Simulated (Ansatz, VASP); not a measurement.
# Cu in VASP and in Ansatz

```
Cu
1.0
     0.00000    2.95661    2.95661
     2.95661    0.00000    2.95661
     2.95661    2.95661    0.00000
Cu
4
Direct
  0.12500 0.12500 0.12500
  0.62500 0.12500 0.12500
  0.12500 0.62500 0.12500
  0.12500 0.12500 0.62500
```

Alike in both runs: task relaxation of cell and atoms; functional PBE; k mesh 6 × 6 × 6; occupations gaussian, width 0.1 eV; no spin polarisation.

|  | VASP | Ansatz |
| --- | --- | --- |
| version | VASP 6.6.1 | Ansatz 0.2.0 |
| potentials or method | VASP PAW PBE potentials, release 64 (Cu) | scalar-relativistic, plane waves, PAW |
| plane-wave cutoff (eV) | 600 | 420 |
| valence electrons in the cell | 44 | 76 |

Ansatz gave:

- gap on the k mesh at the Fermi level, each at its own relaxed structure (eV): none
- relaxed volume (Å³/atom): 20.06
- relaxed cell length with the largest relative difference (Å): 4.842
- energy change over the relaxation (meV/atom): -1119

Problem. What did VASP give for the same quantities?

Solution. gap on the k mesh at the Fermi level, each at its own relaxed structure (eV): none; relaxed volume (Å³/atom): 20.00; relaxed cell length with the largest relative difference (Å): 4.836; energy change over the relaxation (meV/atom): -1133.

A gap of «none» marks a metal or a gap that the smearing closes. The two sets of potentials don't hold the same shells in valence.

Caveats: the volume moved by over 15 % at a fixed basis, so the end points are rough (VASP).
